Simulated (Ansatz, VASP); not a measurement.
**One calculation of Sb, two programs**

```
Sb
1.0
     3.09549    0.00000    0.00000
     0.00000    3.09549    0.00000
     0.00000    0.00000    3.09549
Sb
1
Direct
  0.00000 0.00000 0.00000
```

Change from the starting cell: volume scaled by 0.94, crystal datasets.

Alike in both runs: task electric field gradients; functional PBEsol; k mesh 13 × 13 × 13; occupations fermi-dirac, width 0.05 eV; no spin polarisation.

```csv
,VASP,Ansatz
version,VASP 6.6.1,Ansatz 0.2.0
potentials or method,"VASP PAW PBE potentials, release 64 (Sb), cutoff 520 eV","all-electron PAW with datasets made for the crystal, scalar-relativistic"
```

Ansatz gave:

- pressure (GPa): -2.0
- Vzz of the field gradient on the site that differs most (V/Å²): 0.0

Estimate VASP's values.

pressure (GPa): -1.9; Vzz of the field gradient on the site that differs most (V/Å²): 0.0.

Ansatz ran all-electron here, so the differences hold the error of VASP's frozen core and of both bases. Ansatz warned: «gradients_without_spin_orbit».

Caveats: the PAW data sets were made with another functional, which shifts forces and pressure a little (VASP). The runs have no spin-orbit coupling, so splittings on Sb are missing.
